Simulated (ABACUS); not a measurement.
Runs of ABACUS 3.10.1 on Ge. Symmetry: Cmmm, No. 65, orthorhombic system. Conventional cell: a = 2.794 Å, b = 5.201 Å, c = 2.698 Å, α = 90.00°, β = 90.00°, γ = 90.00°. Ge (site symmetry mmm) has 8 Ge at 2.70 to 2.95 Å as nearest neighbours. This isn't the form of Ge at room conditions, which is diamond.

```tsv
cell	gap on the mesh (eV)	pressure (GPa)
cell strained by -0.06 along c	none	7.3
as given	none	(b)
cell strained by +0.06 along c	none	-2.7
cell strained by -0.03 along c	none	(a)
cell strained by +0.03 along c	none	-1.7
```

Alike in all rows: task single point; level PBE; potentials or basis PseudoDojo NC SR 0.4.1 PBE standard, DZP LCAO (the cutoffs set its grid); no spin polarisation; k mesh 8 × 8 × 7; cutoff (eV) 1361; smearing fermi-dirac 0.05 eV.

Fill in the values left out.

(a) 3.2; (b) 0.4.

Caveats: the atomic orbitals were generated for these runs and aren't a published set; the basis of atomic orbitals isn't converged, which shifts pressures, moduli and gaps.

A k mesh can miss the band edges, and the runs leave out spin-orbit coupling on Ge.

A gap of «none» marks a metal or a gap under the smearing width.
